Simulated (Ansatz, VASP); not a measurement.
# Two plane-wave programs on SiGe4

```xyz
5
Lattice="4.0267 0.0000 0.0000 -2.0133 3.4872 0.0000 0.0000 0.0000 7.0993" Properties=species:S:1:pos:R:3 pbc="T T T"
Si    0.0000    0.0000    0.0000
Ge    0.0000    2.3248    7.0328
Ge    2.0133    1.1624    0.0665
Ge    0.0000    0.0000    5.1442
Ge    0.0000    0.0000    1.9551
```

Alike in both runs: task single point; functional PBE; k mesh 6 × 6 × 4; occupations gaussian, width 0.1 eV; no spin polarisation.

```csv
,VASP,Ansatz
version,VASP 6.6.1,Ansatz 0.2.0
potentials or method,"VASP PAW PBE potentials, release 64 (Si, Ge_d)","scalar-relativistic, plane waves, PAW"
plane-wave cutoff (eV),520,420
valence electrons in the cell,60,60
```

|  | VASP | Ansatz | Ansatz less VASP |
| --- | --- | --- | --- |
| gap on the k mesh at the Fermi level (eV) | none | none | - |
| rms of the force components (eV/Å) | 3.472 | 3.474 | +0.0022 |

Atom by atom the forces differ by 0.002 eV/Å (rms over components). A gap of «none» marks a metal or a gap that the smearing closes.

Caveats: forces of over 1 eV/Å show positions far from the minimum, so gaps and moduli don't describe the material at rest.
